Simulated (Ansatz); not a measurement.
The system is FeO.

```xyz
2
Lattice="-1.6021 1.6021 2.0834 1.6021 -1.6021 2.0834 1.6021 1.6021 -2.0834" Properties=species:S:1:pos:R:3 pbc="T T T"
Fe    0.0000    0.0000    0.0000
O     0.0000    0.0000    2.0834
```

The cell comes from a database or a generator and needn't be the stable form of this composition.

Base run:

```yaml
Program: Ansatz 0.2.0
Functional: LDA
Potentials_or_basis: Ansatz PAW
Cutoff: "420 eV (not typed: the program's choice for these potentials)"
k_mesh: 12 × 12 × 12
Occupations: fermi-dirac, width 0.05 eV
Spin: collinear spin, ferromagnetic start
Starting_moments: "[3.0, 0.0] μB"
Hubbard_terms: Fe d U = 3 eV
```

Its results: band gap on the k mesh 0.37 eV, indirect (least direct gap 1.46 eV); pressure -13.9 GPa; net moment 4.00 μB per cell; site moments Fe +3.39; O +0.24 μB.

Task: The run is repeated on the same cell with these changes: hubbard terms from Fe d U = 3 eV to Fe d U = 1 eV. What comes out?

Result: Band gap on the k mesh none (metal or under the smearing width); pressure -21.8 GPa; net moment 4.00 μB per cell; site moments Fe +3.39; O +0.30 μB.

Caveats: the magnetic or orbital state may not be the lowest; a cell with one magnetic atom can't hold antiferromagnetic order, which such compounds often take; the PAW data sets come from PBE, with cores solved anew for the run's functional, which leaves a small shift of forces and pressure; the density of states is complete only up to the lowest level of the last band computed.

A k mesh can miss the band edges.
